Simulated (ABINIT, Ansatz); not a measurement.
This is a calculation of TiSi2 for Ansatz 0.2.0. The cell comes from a database or a generator and needn't be the stable form of this composition.

Contents of input.yaml:

```yaml
crystal:
  lattice:
    - [1.765105025, -6.759281535, 0.0]
    - [1.765105025, 6.759281535, 0.0]
    - [0.0, 0.0, 3.56517397]
  atoms:
    - { symbol: Ti, position: [0.10311808, 0.89688192, 0.25] }
    - { symbol: Ti, position: [0.89688192, 0.10311808, 0.75] }
    - { symbol: Si, position: [0.75031482, 0.24968518, 0.25] }
    - { symbol: Si, position: [0.24968518, 0.75031482, 0.75] }
    - { symbol: Si, position: [0.44174855, 0.55825145, 0.25] }
    - { symbol: Si, position: [0.55825145, 0.44174855, 0.75] }
hamiltonian:
  xc: pbe
  pseudopotentials: { kind: paw }
kpoints:
  mp_grid: { grid: [8, 8, 8] }
scf:
  occupations: { method: fermi_dirac, width: 0.05 }
output:
  forces: true
  stress: true
  eigenvalues: true
```

Potentials or basis: Ansatz PAW.

Command:

```sh
$ ansatz run input.yaml --threads 2 --pin off --max-ram 5120MiB --backend cpu --events-out ev --progress --plain --runs-dir out
```

Set up the same calculation for ABINIT 10.8.3 (patched build). Potentials or basis there: JTH PAW PBE v2.0, cutoff 408 eV.

As run (cutoffs and basis follow the program's own potentials, and thresholds, step limits or extra output files can differ):

run.abi

```
pp_dirpath "./"
pseudos "Ti.GGA_PBE-JTH.xml, Si.GGA_PBE-JTH.xml"

acell 3*1.0
rprim
     3.3355650785   -12.7731909004     0.0000000000
     3.3355650785    12.7731909004     0.0000000000
     0.0000000000     0.0000000000     6.7372023899
ntypat 2
znucl 22 14
natom 6
typat 1 1 2 2 2 2
xred
     0.1031180800     0.8968819200     0.2500000000
     0.8968819200     0.1031180800     0.7500000000
     0.7503148200     0.2496851800     0.2500000000
     0.2496851800     0.7503148200     0.7500000000
     0.4417485500     0.5582514500     0.2500000000
     0.5582514500     0.4417485500     0.7500000000
chkprim 0
chksymtnons 0
tolsym 1.0e-6

ecut 15.0
pawecutdg 30.0
pawxcdev 0

kptopt 1
ngkpt 8 8 8
nshiftk 1
shiftk 0.0 0.0 0.0

ixc 11

nband 24
occopt 3
tsmear 0.05 eV

nstep 100
tolvrs 1.0e-9

iomode 3
prtwf 0
prtden 0
prteig 0
prtebands 0
```

Potentials or basis: JTH PAW PBE v2.0.

The run is started by

```console
$ abinit run.abi > log 2>&1
```

Both were run:

|  | Ansatz | ABINIT |
| --- | --- | --- |
| Pressure | 1.9 GPa | 2.0 GPa |
| Largest force | 0.192 eV/Å | 0.184 eV/Å |

Ansatz's pressure holds a Pulay term of +0.03 GPa for its cutoff of 420 eV, which the other run lacks.

Where Ansatz's input types no cutoff or centring, it takes its own default and a Γ-centred mesh.

Pressure is positive in compression.
